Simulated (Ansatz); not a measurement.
The system is BN.

```
N B
1.0
     2.55394    0.00000    0.00000
    -1.27697    2.21178    0.00000
     0.00000    0.00000    4.22685
N B
2 2
Direct
  0.33333 0.66667 0.12528
  0.66667 0.33333 0.62528
  0.33333 0.66667 0.49972
  0.66667 0.33333 0.99972
```

Measurements of this composition are mostly on another form, of space group No. 194.

Base run:

* Program: Ansatz 0.2.0
* Functional: PBEsol
* Potentials or basis: all-electron LAPW, scalar-relativistic
* Cutoff: 448 eV
* Density cutoff: 1791 eV
* Basis error allowed: 0.001 eV/atom
* k mesh: 12 × 12 × 6
* Occupations: fermi-dirac, width 0.05 eV
* Spin: no spin polarisation

Its results: band gap on the k mesh 4.98 eV, indirect (least direct gap 8.15 eV); pressure -5.9 GPa; largest force 0.013 eV/Å.

The run is repeated on the same cell with these changes: functional from PBEsol to PBE. What comes out?

Band gap on the k mesh 5.20 eV, indirect (least direct gap 8.24 eV); pressure 0.0 GPa; largest force 0.017 eV/Å.

PBE binds less tightly than PBEsol, so the same cell stands under more pressure.

A k mesh can miss the band edges.

Not every run made on this cell is shown here.
